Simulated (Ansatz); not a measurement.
# Pt: the cost of one run

Program: Ansatz 0.2.0. Level of theory: DFT PBE+D3(BJ), scalar-relativistic, plane waves, PAW. These are calculated values, not measurements.

1 further run of the same task is left out (set aside as unsound or not needed).

## Step 1: Starting point

Symmetry: Fm-3m, No. 225, cubic system. Conventional cell: a = 3.929 Å, b = 3.929 Å, c = 3.929 Å, α = 90.00°, β = 90.00°, γ = 90.00°. Around Pt (site symmetry m-3m) lie 12 Pt at 2.78 Å.

As a file:

```xyz
1
Lattice="0.0000 1.9643 1.9643 1.9643 0.0000 1.9643 1.9643 1.9643 0.0000" Properties=species:S:1:pos:R:3 pbc="T T T"
Pt    0.0000    0.0000    0.0000
```

It is the result of an earlier relaxation at this level (volume 15.16 Å³/atom; gap on the mesh: none (metal)).

## Step 2: The slab

Planes are indexed in the bulk's conventional cell (Fm-3m (No. 225)), a = 3.929 Å, b = 3.929 Å, c = 3.929 Å, α = 90.00°, β = 90.00°, γ = 90.00°.

A (111) slab, 6.8 Å thick as cut, with 17 Å of vacuum; its outer planes are Pt (top) and Pt (bottom).

The slab as cut. Layers, bottom to top:

| plane | atoms per cell | height over the lowest (Å) |
| --- | --- | --- |
| 1 | Pt | 0.00 |
| 2 | Pt | 2.27 |
| 3 | Pt | 4.54 |
| 4 | Pt | 6.80 |

## Step 3: The clean surface, relaxed

Input file input.yaml:

```yaml
crystal:
  lattice:
    - [2.7779442289, 0.0, 0.0]
    - [-1.3889721145, 2.4057702726, 0.0]
    - [0.0, 0.0, 23.8045458948]
  atoms:
    - { symbol: Pt, position: [0.6666666667, 0.3333333333, 0.3570746545] }
    - { symbol: Pt, position: [0.3333333333, 0.6666666667, 0.4523582182] }
    - { symbol: Pt, position: [0.0, 0.0, 0.5476417818] }
    - { symbol: Pt, position: [0.6666666667, 0.3333333333, 0.6429253455] }
basis:
  ecutwfc: 420
kpoints:
  mp_grid: { grid: [12, 12, 1] }
hamiltonian:
  xc: pbe
  dispersion: d3bj
scf:
  occupations: { method: gaussian, width: 0.1 }
output:
  forces: true
  eigenvalues: true
  write_density: true
  write_potential: true
  elf: true
  volumetric_format: npy
relax:
  adjacent_minimum: "off"
  f_tol: 0.03
  max_steps: 70
  constraints: [{ sites: [0, 1] }]
efield:
  axis: 3
  dipole_correction: true
```

Command:

```
> ansatz run input.yaml --threads 2 --pin off --max-ram 5120MiB --backend cpu --events-out ev --progress --plain --runs-dir out
```

Q: Estimate wall time and peak memory on 2 threads of AMD EPYC 9R45 (Zen 5), shared host.

About 7.8 s, with a peak of 0.5 GiB.
